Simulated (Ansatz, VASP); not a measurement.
**NaH: VASP and Ansatz over several settings**

```
Na H
1.0
     0.00000    2.42362    2.42362
     2.42362    0.00000    2.42362
     2.42362    2.42362    0.00000
Na H
1 1
Direct
  0.00000 0.00000 0.00000
  0.50000 0.50000 0.50000
```

Single points on this cell with VASP 6.6.1 and Ansatz 0.2.0. Each row is one pair of runs. Alike in all rows: spin: off; k mesh: 9 × 9 × 9; smearing: fermi-dirac, width 0.05 eV.

```csv
level,"VASP's potentials, cutoff","Ansatz's potentials, cutoff","gap on the k mesh at the Fermi level (eV), VASP","gap on the k mesh at the Fermi level (eV), Ansatz","least direct gap on the mesh (eV), VASP","least direct gap on the mesh (eV), Ansatz","pressure (GPa), VASP","pressure (GPa), Ansatz"
PBE,"VASP PAW PBE potentials, release 64 (Na_pv, H), 520 eV","Ansatz PAW, 420 eV",4.05,4.05,4.75,4.75,-0.2,-0.2
LDA,"VASP PAW LDA potentials, release 64 (Na_pv, H), 520 eV","Ansatz PAW, 420 eV",3.70,3.70,4.45,4.45,-2.3,-2.3
r2SCAN,"VASP PAW PBE potentials, release 64 (Na_pv, H), 520 eV","Ansatz PAW, 500 eV",4.65,4.64,5.33,5.34,-0.9,-0.7
```

Gap on the k mesh at the fermi level (eV): the two programs differ by at most 0.008; least direct gap on the mesh (eV): the two programs differ by at most 0.008; pressure (GPa): the two programs differ by at most 0.12.

Caveats: an odd mesh through Γ misses points on the zone boundary, where band edges often lie (VASP); the PAW data sets were made with another functional, which shifts forces and pressure a little (VASP); odd divisions of the mesh miss points on the zone boundary, where band edges often lie, so the gap on the mesh can be too wide (Ansatz); the PAW data sets come from PBE, with cores solved anew for the run's functional, which leaves a small shift of forces and pressure (Ansatz).
